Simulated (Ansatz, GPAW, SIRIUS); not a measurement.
## One calculation of Na2S, 4 ways

```
S Na
1.0
     0.00000    3.27350    3.27350
     3.27350    0.00000    3.27350
     3.27350    3.27350    0.00000
S Na
1 2
Cartesian
  0.0000 0.0000 0.0000
  4.9102 4.9102 4.9102
  1.6367 1.6367 1.6367
```

Alike in all runs: task single point; functional PBEsol; k mesh 7 × 7 × 7; occupations fermi-dirac, width 0.05 eV; no spin polarisation; no spin-orbit coupling. Pressure is positive in compression and, in plane waves, holds the error of the finite cutoff, which Ansatz's Pulay term estimates and takes out.

```csv
program and potentials,plane-wave cutoff (eV),notes,pressure (GPa)
"Ansatz, Ansatz PAW",420,"potentials made for PBE, which Ansatz adapts in part; 8 valence electrons an atom on average",-0.59
"SIRIUS, PseudoDojo 0.4.1 PBEsol standard (scalar relativistic)",1202,8 valence electrons an atom on average,-0.56
"Ansatz, all-electron LAPW, scalar-relativistic",-,-,?
"GPAW, PAW data sets generated for this functional",800,6.67 valence electrons an atom on average,-0.52
```

**Question.** Estimate from the other rows what the run with Ansatz, all-electron LAPW, scalar-relativistic gave.

**Answer.** Pressure -0.58 GPa. The other rows, which needn't bracket it: pressure -0.59 to -0.52.
